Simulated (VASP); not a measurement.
# C (Fd-3m) in VASP: notebook

The runs below take C through single point, with LDA.

Everything below comes from runs of VASP 6.6.1. Logs are shortened: lines on timing, memory, paths and dates and some standing lists are left out, and cuts for length are marked.

## Step 1: The undisturbed crystal

It takes space group Fd-3m (No. 227, cubic). The conventional cell has a = 3.567 Å, b = 3.567 Å, c = 3.567 Å, α = 90.00°, β = 90.00°, γ = 90.00°. C (site symmetry -43m) has 4 C at 1.54 Å as nearest neighbours.

This isn't the form of C at room conditions, which is graphite.

## Step 2: Single point, LDA (grid = ENCUT=400 dk=1.6 cell=3x3x2 ISMEAR=0 SIGMA=0.05 LREAL=Auto EDIFF=1e-06)

Contents of INCAR:

```
PREC = Accurate
ENCUT = 400
EDIFF = 1E-6
ISMEAR = 0
SIGMA = 0.05
LREAL = Auto
LASPH = True
NELM = 120
ALGO = Fast
ISIF = 2
LWAVE = False
LCHARG = False
GGA = CA
NBANDS = 84
NCORE = 2
KPAR = 1
```

Contents of KPOINTS:

```
Automatic mesh
0
Gamma
  1 1 1
```

Contents of POSCAR:

```
C
1.0
    0.0000000000      5.3501100000      5.3501100000
    5.3501100000      0.0000000000      5.3501100000
    3.5667400000      3.5667400000      0.0000000000
C
36
Direct
    0.2500000000      0.2500000000      0.3750000000
    0.2500000000      0.2500000000      0.8750000000
    0.2500000000      0.5833333333      0.3750000000
    0.2500000000      0.5833333333      0.8750000000
    0.2500000000      0.9166666667      0.3750000000
    0.2500000000      0.9166666667      0.8750000000
    0.5833333333      0.2500000000      0.3750000000
    0.5833333333      0.2500000000      0.8750000000
    0.5833333333      0.5833333333      0.3750000000
    0.5833333333      0.5833333333      0.8750000000
    0.5833333333      0.9166666667      0.3750000000
    0.5833333333      0.9166666667      0.8750000000
    0.9166666667      0.2500000000      0.3750000000
    0.9166666667      0.2500000000      0.8750000000
    0.9166666667      0.5833333333      0.3750000000
    0.9166666667      0.5833333333      0.8750000000
    0.9166666667      0.9166666667      0.3750000000
    0.9166666667      0.9166666667      0.8750000000
    0.1666666667      0.1666666667      0.2500000000
    0.1666666667      0.1666666667      0.7500000000
    0.1666666667      0.5000000000      0.2500000000
    0.1666666667      0.5000000000      0.7500000000
    0.1666666667      0.8333333333      0.2500000000
    0.1666666667      0.8333333333      0.7500000000
    0.5000000000      0.1666666667      0.2500000000
    0.5000000000      0.1666666667      0.7500000000
    0.5000000000      0.5000000000      0.2500000000
    0.5000000000      0.5000000000      0.7500000000
    0.5000000000      0.8333333333      0.2500000000
    0.5000000000      0.8333333333      0.7500000000
    0.8333333333      0.1666666667      0.2500000000
    0.8333333333      0.1666666667      0.7500000000
    0.8333333333      0.5000000000      0.2500000000
    0.8333333333      0.5000000000      0.7500000000
    0.8333333333      0.8333333333      0.2500000000
    0.8333333333      0.8333333333      0.7500000000
```

Potentials or basis: VASP PAW LDA potentials, release 64 (C).

On the command line:

```bash
> cat potpaw_LDA.64/C/POTCAR > POTCAR
> mpirun -np 4 vasp_std > vasp.out
```

OUTCAR:

```text
PREC = Accurate
   ENCUT = 400
   EDIFF = 1E-6
   ISMEAR = 0
   LREAL = Auto
   LASPH = True
   NELM = 120
   ISIF = 2
   GGA = CA

 Found      1 irreducible k-points:

 Following reciprocal coordinates:
            Coordinates               Weight
  0.000000  0.000000  0.000000      1.000000
   k-points           NKPTS =      1   k-points in BZ     NKDIM =      1   number of bands    NBANDS=     84
   number of dos      NEDOS =    301   number of ions     NIONS =     36
   total plane-waves  NPLWV =  90000
   dimension x,y,z NGX =    50 NGY =   50 NGZ =   36
   dimension x,y,z NGXF=   100 NGYF=  100 NGZF=   72
   ions per type =              36
   NGX,Y,Z   is equivalent  to a cutoff of  10.99, 10.99, 11.86 a.u.
   NGXF,Y,Z  is equivalent  to a cutoff of  21.97, 21.97, 23.73 a.u.
 SYSTEM =  unknown system
   PREC   = accura    normal or accurate (medium, high low for compatibility)
   ISTART =      0    job   : 0-new  1-cont  2-samecut
   ICHARG =      2    charge: 1-file 2-atom 10-const
   ISPIN  =      1    spin polarized calculation?
   LNONCOLLINEAR =      F non collinear calculations
   LSORBIT =      F    spin-orbit coupling
   LASPH  =      T    aspherical Exc in radial PAW
   ENCUT  =  400.0 eV  29.40 Ry    5.42 a.u.  12.34 12.34  8.23*2*pi/ulx,y,z
   NELM   =    120;   NELMIN=  2; NELMDL= -5     # of ELM steps
   EDIFF  = 0.1E-05   stopping-criterion for ELM
   LREAL  =      T    real-space projection
   EDIFFG = 0.1E-04   stopping-criterion for IOM
   NSW    =      0    number of steps for IOM
   IBRION =     -1    ionic relax: 0-MD 1-quasi-New 2-CG
   NFREE  =      0    steps in history (QN), initial steepest desc. (CG)
   ISIF   =      2    stress and relaxation
   ISYM   =      2    0-nonsym 1-usesym 2-fastsym
   POTIM  = 0.5000    time-step for ionic-motion
   TEBEG  =    0.0;   TEEND  =   0.0 temperature during run
   PSTRESS=    0.0 pullay stress
   NELECT =     144.0000    total number of electrons
   NUPDOWN=      -1.0000    fix difference up-down
   EMIN   =  10.00;   EMAX   =-10.00  energy-range for DOS
   EFERMI =   0.00;   METHOD = LEGACY
   ISMEAR =     0;   SIGMA  =   0.05  broadening in eV -4-tet -1-fermi 0-gaus
   EFERMI_NEDOS =   21; number of points for ismear=-14 and -15
   IALGO  =     68    algorithm
   IMIX   =      4    mixing-type and parameters
     AMIX     =   0.40;   BMIX     =  1.00
     AMIX_MAG =   1.60;   BMIX_MAG =  1.00
  volume/ion in A,a.u.               =       5.67        38.28
  Fermi-wavevector in a.u.,A,eV,Ry     =   1.457203  2.753714 28.891161  2.123440
  Thomas-Fermi vector in A             =   2.574032
   LORBIT       =      0    0 simple, 1 ext, 2 COOP (PROOUT), +10 PAW based schemes
   GGA     = CA    functional components
   LHFCALC =     F    Hartree Fock is set to
   AEXX    =    0.0000 exact exchange contribution
   IVDW    =     0    specifies the selected vdW correction
   LEPSILON=     F    determine dielectric tensor
   LRPA    =     F    only Hartree local field effects (RPA)
 non-spin polarized calculation
 RMM-DIIS sequential band-by-band and
 Gauss-broadening in eV      SIGMA  =   0.05
  energy-cutoff  :      400.00
  volume of cell :      204.19
 maximum number of plane-waves:      3709
 NGX is ok and might be reduce to    50
   NGX = 25   NGY = 25   NGZ = 17

 number of electron     144.0000012 magnetization

 Free energy of the ion-electron system (eV)
  ---------------------------------------------------
  ext. energy  EPLUGINS =         0.00000000
  ---------------------------------------------------
  free energy    TOTEN  =      -349.95186850 eV

  energy without entropy =     -349.95186850  energy(sigma->0) =     -349.95186850

 E-fermi :  10.1073     XC(G=0): -13.4760

 val. band max:        9.8628480469   @ k =   0.0000   0.0000   0.0000
 cond. band min:      13.8919748696   @ k =   0.0000   0.0000   0.0000
 fundamental gap:      4.0291268227
 Fermi energy:        10.1072701098

 k-point     1 :       0.0000    0.0000    0.0000
  band No.  band energies     occupation
      1     -11.5424      2.00000
      2      -8.5200      2.00000
      3      -8.5200      2.00000
      4      -8.5200      2.00000
      5      -8.5200      2.00000
      6      -7.5174      2.00000
[... 76 lines left out ...]
     83      16.0274      0.00000
     84      17.9079      0.00000

------------------------ aborting loop because EDIFF is reached ----------------------------------------

  FORCE on cell =-STRESS in cart. coord.  units (eV):
  Direction    XX          YY          ZZ          XY          YZ          ZX
  --------------------------------------------------------------------------------------
  -------------------------------------------------------------------------------------
  Total       -3.9234920     -3.9234920    -26.0639286     16.0353419      0.4843715      0.4843713
  in kB      -30.7862284    -30.7862284   -204.5142570    125.8235503      3.8006884      3.8006870
  external PRESSURE =     -88.6955712 kB  Pullay stress =       0.0000000 kB

 VOLUME and BASIS-vectors are now :
 -----------------------------------------------------------------------------
  energy-cutoff  :      400.00
  volume of cell :      204.19
      direct lattice vectors                 reciprocal lattice vectors
     0.000000000  5.350110000  5.350110000    -0.093456022  0.093456022  0.093456022
     5.350110000  0.000000000  5.350110000     0.093456022 -0.093456022  0.093456022
     3.566740000  3.566740000  0.000000000     0.140184034  0.140184034 -0.140184034

 POSITION                                       TOTAL-FORCE (eV/Angst)
 -----------------------------------------------------------------------------------
      2.67505      2.67505      2.67505        -0.083446     -0.083446      0.084410
      4.45843      4.45843      2.67505        -0.083446     -0.083446      0.084410
      4.45842      2.67505      4.45842        -0.083446     -0.083446      0.084410
      6.24179      4.45843      4.45842        -0.083446     -0.083446      0.084410
      6.24180      2.67505      6.24180        -0.083446     -0.083446      0.084410
      8.02517      4.45843      6.24180        -0.083446     -0.083446      0.084410
[... 28 lines left out ...]
      5.35011      5.35011      8.91685         0.083446      0.083446     -0.084410
      7.13348      7.13348      8.91685         0.083446      0.083446     -0.084410
 -----------------------------------------------------------------------------------
    total drift:                                0.000002      0.000002      0.000003

  FREE ENERGIE OF THE ION-ELECTRON SYSTEM (eV)
  ---------------------------------------------------
  free  energy   TOTEN  =      -349.9518685038 eV

  energy  without entropy=     -349.9518685038  energy(sigma->0) =     -349.95186850
```

Wall time 9 s (4 MPI ranks of Intel Xeon Platinum 8488C (Sapphire Rapids), shared host); peak memory 0.15 GiB.

These settings aren't checked as converged: the numbers below hold their error.

Results:

```
Free energy            : -349.9519 eV
Band gap on the k mesh : 4.03 eV
```

Caveat: the k mesh is coarse (spacing up to 1.53 Å⁻¹), so the values aren't converged; the cutoff is under 1.25 times the usual one of these potentials, so pressure, stress and relaxed cells hold a basis-set (Pulay) error; the result breaks the symmetry of the cell; an odd mesh through Γ misses points on the zone boundary, where band edges often lie; the real-space grid breaks the cell's symmetry a little.

## Step 3: Single point, LDA (grid = ENCUT=400 dk=0.6 cell=3x3x2 ISMEAR=0 SIGMA=0.05 LREAL=Auto EDIFF=1e-06)

Changes to INCAR since step 2:

```diff
@@ -14,3 +14,3 @@
 NBANDS = 84
-NCORE = 2
-KPAR = 1
+NCORE = 1
+KPAR = 2
```

Contents of KPOINTS:

```
Automatic mesh
0
Gamma
  2 2 3
```

POSCAR is that of step 2.

Potentials or basis: VASP PAW LDA potentials, release 64 (C).

On the command line:

```bash
> cat potpaw_LDA.64/C/POTCAR > POTCAR
> mpirun -np 4 vasp_std > vasp.out
```

OUTCAR:

```text
PREC = Accurate
   ENCUT = 400
   EDIFF = 1E-6
   ISMEAR = 0
   LREAL = Auto
   LASPH = True
   NELM = 120
   ISIF = 2
   GGA = CA

 Found      6 irreducible k-points:

 Following reciprocal coordinates:
            Coordinates               Weight
  0.000000  0.000000  0.000000      1.000000
  0.500000  0.000000  0.000000      2.000000
  0.500000  0.500000  0.000000      1.000000
  0.000000  0.000000  0.333333      2.000000
  0.500000  0.000000  0.333333      4.000000
  0.500000  0.500000  0.333333      2.000000
   k-points           NKPTS =      6   k-points in BZ     NKDIM =      6   number of bands    NBANDS=     84
   number of dos      NEDOS =    301   number of ions     NIONS =     36
   total plane-waves  NPLWV =  90000
   dimension x,y,z NGX =    50 NGY =   50 NGZ =   36
   dimension x,y,z NGXF=   100 NGYF=  100 NGZF=   72
   ions per type =              36
   NGX,Y,Z   is equivalent  to a cutoff of  10.99, 10.99, 11.86 a.u.
   NGXF,Y,Z  is equivalent  to a cutoff of  21.97, 21.97, 23.73 a.u.
 SYSTEM =  unknown system
   PREC   = accura    normal or accurate (medium, high low for compatibility)
   ISTART =      0    job   : 0-new  1-cont  2-samecut
   ICHARG =      2    charge: 1-file 2-atom 10-const
   ISPIN  =      1    spin polarized calculation?
   LNONCOLLINEAR =      F non collinear calculations
   LSORBIT =      F    spin-orbit coupling
   LASPH  =      T    aspherical Exc in radial PAW
   ENCUT  =  400.0 eV  29.40 Ry    5.42 a.u.  12.34 12.34  8.23*2*pi/ulx,y,z
   NELM   =    120;   NELMIN=  2; NELMDL= -5     # of ELM steps
   EDIFF  = 0.1E-05   stopping-criterion for ELM
   LREAL  =      T    real-space projection
   EDIFFG = 0.1E-04   stopping-criterion for IOM
   NSW    =      0    number of steps for IOM
   IBRION =     -1    ionic relax: 0-MD 1-quasi-New 2-CG
   NFREE  =      0    steps in history (QN), initial steepest desc. (CG)
   ISIF   =      2    stress and relaxation
   ISYM   =      2    0-nonsym 1-usesym 2-fastsym
   POTIM  = 0.5000    time-step for ionic-motion
   TEBEG  =    0.0;   TEEND  =   0.0 temperature during run
   PSTRESS=    0.0 pullay stress
   NELECT =     144.0000    total number of electrons
   NUPDOWN=      -1.0000    fix difference up-down
   EMIN   =  10.00;   EMAX   =-10.00  energy-range for DOS
   EFERMI =   0.00;   METHOD = LEGACY
   ISMEAR =     0;   SIGMA  =   0.05  broadening in eV -4-tet -1-fermi 0-gaus
   EFERMI_NEDOS =   21; number of points for ismear=-14 and -15
   IALGO  =     68    algorithm
   IMIX   =      4    mixing-type and parameters
     AMIX     =   0.40;   BMIX     =  1.00
     AMIX_MAG =   1.60;   BMIX_MAG =  1.00
  volume/ion in A,a.u.               =       5.67        38.28
  Fermi-wavevector in a.u.,A,eV,Ry     =   1.457203  2.753714 28.891161  2.123440
  Thomas-Fermi vector in A             =   2.574032
   LORBIT       =      0    0 simple, 1 ext, 2 COOP (PROOUT), +10 PAW based schemes
   GGA     = CA    functional components
   LHFCALC =     F    Hartree Fock is set to
   AEXX    =    0.0000 exact exchange contribution
   IVDW    =     0    specifies the selected vdW correction
   LEPSILON=     F    determine dielectric tensor
   LRPA    =     F    only Hartree local field effects (RPA)
 non-spin polarized calculation
 RMM-DIIS sequential band-by-band and
 Gauss-broadening in eV      SIGMA  =   0.05
  energy-cutoff  :      400.00
  volume of cell :      204.19
 maximum number of plane-waves:      3728
 NGX is ok and might be reduce to    50
   NGX = 25   NGY = 25   NGZ = 17

 number of electron     144.0000012 magnetization

 Free energy of the ion-electron system (eV)
  ---------------------------------------------------
  ext. energy  EPLUGINS =         0.00000000
  ---------------------------------------------------
  free energy    TOTEN  =      -364.26672550 eV

  energy without entropy =     -364.26672550  energy(sigma->0) =     -364.26672550

 E-fermi :  10.0420     XC(G=0): -13.4991

 val. band max:        9.7469029531   @ k =   0.0000   0.0000   0.0000
 cond. band min:      13.8507823071   @ k =   0.0000   0.0000   0.0000
 fundamental gap:      4.1038793540
 Fermi energy:        10.0419670910

 k-point     1 :       0.0000    0.0000    0.0000
  band No.  band energies     occupation
      1     -11.5967      2.00000
      2      -8.5787      2.00000
      3      -8.5787      2.00000
      4      -8.5787      2.00000
      5      -8.5787      2.00000
      6      -7.5779      2.00000
[... 76 lines left out ...]
     83      16.0121      0.00000
     84      17.8387      0.00000

 k-point     2 :       0.5000    0.0000    0.0000
  band No.  band energies     occupation
      1     -10.8304      2.00000
      2     -10.8304      2.00000
      3      -8.8185      2.00000
      4      -8.8185      2.00000
      5      -6.9009      2.00000
      6      -6.9009      2.00000
[... 76 lines left out ...]
     83      16.7770      0.00000
     84      17.0426      0.00000

 k-point     3 :       0.5000    0.5000    0.0000
  band No.  band energies     occupation
      1     -10.5757      2.00000
      2     -10.5757      2.00000
      3      -9.5678      2.00000
      4      -9.5677      2.00000
      5      -6.9009      2.00000
      6      -6.9009      2.00000
[... 76 lines left out ...]
     83      16.7748      0.00000
     84      16.7779      0.00000

 k-point     4 :       0.0000    0.0000    0.3333
  band No.  band energies     occupation
      1     -10.8304      2.00000
      2      -8.8185      2.00000
      3      -8.8185      2.00000
      4      -8.8185      2.00000
      5      -8.5787      2.00000
      6      -8.5787      2.00000
[... 76 lines left out ...]
     83      16.5472      0.00000
     84      16.8725      0.00000

 k-point     5 :       0.5000    0.0000    0.3333
  band No.  band energies     occupation
      1     -10.5757      2.00000
      2      -9.5677      2.00000
      3      -9.5677      2.00000
      4      -8.8185      2.00000
      5      -8.8185      2.00000
      6      -6.9009      2.00000
[... 76 lines left out ...]
     83      17.3914      0.00000
     84      17.5841      0.00000

 k-point     6 :       0.5000    0.5000    0.3333
  band No.  band energies     occupation
      1     -10.8304      2.00000
      2      -9.5677      2.00000
      3      -8.8185      2.00000
      4      -8.8185      2.00000
      5      -8.8185      2.00000
      6      -6.9009      2.00000
[... 76 lines left out ...]
     83      17.3887      0.00000
     84      17.4728      0.00000

------------------------ aborting loop because EDIFF is reached ----------------------------------------

  FORCE on cell =-STRESS in cart. coord.  units (eV):
  Direction    XX          YY          ZZ          XY          YZ          ZX
  --------------------------------------------------------------------------------------
  -------------------------------------------------------------------------------------
  Total      -19.7701969    -19.7701969    -19.7687151     -0.0018077      0.0013158      0.0013158
  in kB     -155.1296120   -155.1296120   -155.1179852     -0.0141841      0.0103243      0.0103244
  external PRESSURE =    -155.1257364 kB  Pullay stress =       0.0000000 kB

 VOLUME and BASIS-vectors are now :
 -----------------------------------------------------------------------------
  energy-cutoff  :      400.00
  volume of cell :      204.19
      direct lattice vectors                 reciprocal lattice vectors
     0.000000000  5.350110000  5.350110000    -0.093456022  0.093456022  0.093456022
     5.350110000  0.000000000  5.350110000     0.093456022 -0.093456022  0.093456022
     3.566740000  3.566740000  0.000000000     0.140184034  0.140184034 -0.140184034

 POSITION                                       TOTAL-FORCE (eV/Angst)
 -----------------------------------------------------------------------------------
      2.67505      2.67505      2.67505         0.000018      0.000018     -0.000009
      4.45843      4.45843      2.67505         0.000018      0.000018     -0.000009
      4.45842      2.67505      4.45842         0.000018      0.000018     -0.000009
      6.24179      4.45843      4.45842         0.000018      0.000018     -0.000009
      6.24180      2.67505      6.24180         0.000018      0.000018     -0.000009
      8.02517      4.45843      6.24180         0.000018      0.000018     -0.000009
[... 28 lines left out ...]
      5.35011      5.35011      8.91685        -0.000018     -0.000018      0.000009
      7.13348      7.13348      8.91685        -0.000018     -0.000018      0.000009
 -----------------------------------------------------------------------------------
    total drift:                                0.000002      0.000002      0.000003

  FREE ENERGIE OF THE ION-ELECTRON SYSTEM (eV)
  ---------------------------------------------------
  free  energy   TOTEN  =      -364.2667254950 eV

  energy  without entropy=     -364.2667254950  energy(sigma->0) =     -364.26672550
```

It took 48 s on 4 MPI ranks of Intel Xeon Platinum 8488C (Sapphire Rapids), shared host; peak memory 0.2 GiB.

The run converged, but some of its settings lie outside the range that counts as converged, so its numbers aren't taken as properties of the crystal.

Results:

```
Free energy            : -364.2667 eV
Band gap on the k mesh : 4.10 eV
```

Caveat: the k mesh is coarse (spacing up to 0.51 Å⁻¹), so the values aren't converged; the cutoff is under 1.25 times the usual one of these potentials, so pressure, stress and relaxed cells hold a basis-set (Pulay) error; an odd mesh through Γ misses points on the zone boundary, where band edges often lie.

## Step 4: Single point, LDA (grid = ENCUT=340 dk=0.45 cell=3x3x2 ISMEAR=0 SIGMA=0.05 LREAL=Auto EDIFF=1e-06)

Changes to INCAR since step 3:

```diff
@@ -1,3 +1,3 @@
 PREC = Accurate
-ENCUT = 400
+ENCUT = 340
 EDIFF = 1E-6
```

Contents of KPOINTS:

```
Automatic mesh
0
Gamma
  3 3 4
```

POSCAR is that of step 3.

On the command line:

```bash
> cat potpaw_LDA.64/C/POTCAR > POTCAR
> mpirun -np 4 vasp_std > vasp.out
```

Wall time 69 s (4 MPI ranks of Intel Xeon Platinum 8488C (Sapphire Rapids), shared host); peak memory 0.19 GiB.

The run converged, but a check on its numbers failed (symmetry, net force, bounds or a known fault of this set-up), so they aren't taken as properties of the crystal.

Caveat: the cutoff lies under the usual one of these potentials, so the numbers hold a large basis-set error; an odd mesh through Γ misses points on the zone boundary, where band edges often lie.

## Step 5: The reference run

An earlier run on the cell as given: functional PBE; potentials or basis VASP PAW PBE potentials, release 64 (C); cutoff 520 eV; k mesh 13 × 13 × 13; occupations fermi-dirac, width 0.05 eV; no spin polarisation.

* Pressure: 2.5 GPa
* Band gap on the k mesh: 4.14 eV, indirect (least direct gap 5.59 eV)
